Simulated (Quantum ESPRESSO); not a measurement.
The system is Se.

```
Se
1.0
     4.36620    0.00000    0.00000
    -2.18310    3.78124    0.00000
     0.00000    0.00000    4.95360
Se
3
Cartesian
  1.6910 2.9289 0.0000
  -0.4921 0.8523 3.3024
  0.9841 0.0000 1.6512
```

Base run:

- Program: Quantum ESPRESSO 7.5
- Functional: PBEsol
- Potentials or basis: GBRV 1.5 PBEsol
- Cutoff: 612 eV
- Density cutoff: 4898 eV
- k mesh: 7 × 7 × 6
- Occupations: fermi-dirac, width 0.05 eV
- Spin: no spin polarisation

Its results: band gap on the k mesh 1.14 eV, indirect (least direct gap 1.43 eV); pressure 0.2 GPa; largest force 0.296 eV/Å.

Problem. The run is repeated on the same cell with these changes: functional from PBEsol to LDA; potentials or basis from GBRV 1.5 PBEsol to GBRV 1.5 LDA. What comes out?

Solution. Band gap on the k mesh 1.10 eV, indirect (least direct gap 1.40 eV); pressure -1.2 GPa; largest force 0.238 eV/Å.

Caveats: an odd mesh through Γ misses points on the zone boundary, where band edges often lie (some runs); the mesh misses the band edges, which the band path finds closer together (some runs).
